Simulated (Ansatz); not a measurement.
`BC(F)(F)F` + `B1N[SiH2]1` → `BN1B[SiH2]1` + `FC(F)F` at 400 K and 1 bar (ligand exchange at a B–C bond).

Program: Ansatz. Geometries: PBE0-D4/def2-TZVP. ΔE: electronic, gas phase. CCSD(T)/CBS adds triple-zeta CCSD(T) − MP2 to the extrapolated MP2 energy (def2 sets, frozen cores). This one scheme is used for every species.

| species | CCSD(T)/CBS energy (Eh) | H − E (kJ/mol) | S (J/(mol·K)) |
| --- | --- | --- | --- |
| `BC(F)(F)F` | -363.39214 | 115.9 | 331.2 |
| `B1N[SiH2]1` | -370.97252 | 137.9 | 288.4 |
| `BN1B[SiH2]1` | -396.37777 | 173.8 | 334.6 |
| `FC(F)F` | -338.02896 | 84.0 | 275.7 |

H − E and S are ideal-gas, rigid-rotor, harmonic terms from PBE0-D4/def2-TZVP. 1 Eh = 2625.50 kJ/mol, R = 8.31446 J/(mol·K).

Question: By hand: ΔE, ΔH, ΔS and ΔG.

Answer: ΔE = (-396.37777) + (-338.02896) − (-363.39214) − (-370.97252) = -0.04207 Eh = -110.5 kJ/mol. Δ(H − E) = 173.8 + 84.0 − 115.9 − 137.9 = 4.0, so ΔH = -106.5 kJ/mol. ΔS = 334.6 + 275.7 − 331.2 − 288.4 = -9.3 J/(mol·K). ΔG = -106.5 − 400 × (-9.3)/1000 = -102.8 kJ/mol.

Question: By hand: the equilibrium constant, and the temperature at which ΔG would vanish if ΔH and ΔS stayed fixed.

Answer: log₁₀ K = −ΔG/(RT ln 10) = 13.4. ΔG = 0 at ΔH/ΔS = 11452 K, far beyond where these terms or the molecules hold.

The number of gas molecules stays the same, so ΔS is small and ΔH decides. A doubt of 5 kJ/mol in ΔE shifts log₁₀ K by 0.7 here. These are equilibria of isolated gas molecules and say nothing of rates. Largest T1 diagnostic: 0.014 (customary marks: 0.02 for closed shells, 0.045 for open ones).
